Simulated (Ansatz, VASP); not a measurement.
C18O: VASP beside Ansatz

```
C O
1.0
     7.39800    0.00000    0.00000
    -3.69900    6.40686    0.00000
     0.00000    0.00000   11.00000
C O
18 1
Direct
  0.99888 0.99075 0.08045
  0.21939 0.09778 0.08828
  0.99889 0.32611 0.08044
  0.21940 0.43958 0.08825
  0.00007 0.65902 0.08091
  0.21999 0.76899 0.08178
  0.33066 0.99195 0.08604
  0.55718 0.10522 0.08605
  0.32709 0.32254 0.11198
  0.56073 0.43936 0.11203
  0.33067 0.65669 0.08603
  0.55718 0.76995 0.08603
  0.66785 0.99292 0.08177
  0.88777 0.10288 0.08088
  0.66845 0.32231 0.08832
  0.88896 0.43579 0.08046
  0.66844 0.66409 0.08828
  0.88895 0.77114 0.08046
  0.44382 0.38093 0.22610
```

Alike in both runs: functional PBE; k mesh 2 × 2 × 1; occupations fermi-dirac, width 0.02 eV; collinear spin.

Ansatz relaxed the structure, and its values are those at the end. VASP's run is a single point on that final structure, the one shown.

|  | VASP | Ansatz |
| --- | --- | --- |
| version | VASP 6.6.1 | Ansatz 0.2.0 |
| potentials or method | VASP PAW PBE potentials, release 64 (C, O) | scalar-relativistic, plane waves, PAW |
| plane-wave cutoff (eV) | 520 | 420 |
| valence electrons in the cell | 78 | 78 |

|  | VASP | Ansatz | Ansatz less VASP |
| --- | --- | --- | --- |
| rms of the force components (eV/Å) | 0.048 | 0.011 | -0.0367 |
| net moment per atom (μB) | 0.00 | 0.00 | 0.000 |

Ansatz warned: «seeded_moment_not_kept».

Caveats: the k mesh is coarse (spacing up to 0.49 Å⁻¹), so the values aren't converged.
